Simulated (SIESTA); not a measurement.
Runs of SIESTA 5.4.2 on NiO2. It takes space group P-3m1 (No. 164, trigonal). Conventional cell: a = 2.799 Å, b = 2.799 Å, c = 4.618 Å, α = 90.00°, β = 90.00°, γ = 120.00°. Ni (site symmetry -3m) has 6 O at 1.88 Å as nearest neighbours. O (site symmetry 3m) is surrounded by 3 Ni at 1.88 Å. The cell comes from a database or a generator and needn't be the stable form of this composition.

```csv
level,U,gap on the mesh (eV),pressure (GPa),moment (μB),largest force (eV/Å)
PBEsol+U,Ni d U = 4 eV,(a),-3.0,0.00,0.04
PBEsol+U,Ni d U = 6 eV,1.36,-3.2,0.00,0.02
PBEsol,-,0.85,-2.3,0.00,0.08
PBEsol+U,Ni d U = 2 eV,1.19,(b),0.00,0.05
```

Alike in all rows: task density of states; potentials or basis PseudoDojo 0.4 standard (PBEsol files), DZP (energy shift 0.003 Ry; two zetas on semicore shells); spin collinear, ferromagnetic start; cell as given; k mesh 8 × 8 × 4; smearing fermi-dirac 0.05 eV; grid cutoff 800 Ry; energy shift 0.003 Ry.

**Question.** Estimate the missing entries.

**Answer.** (a) 1.35; (b) -2.7.

Caveats: short orbitals over semicore shells can move pressures by several GPa; the basis of atomic orbitals isn't converged, which shifts pressures, moduli and gaps.

A k mesh can miss the band edges.
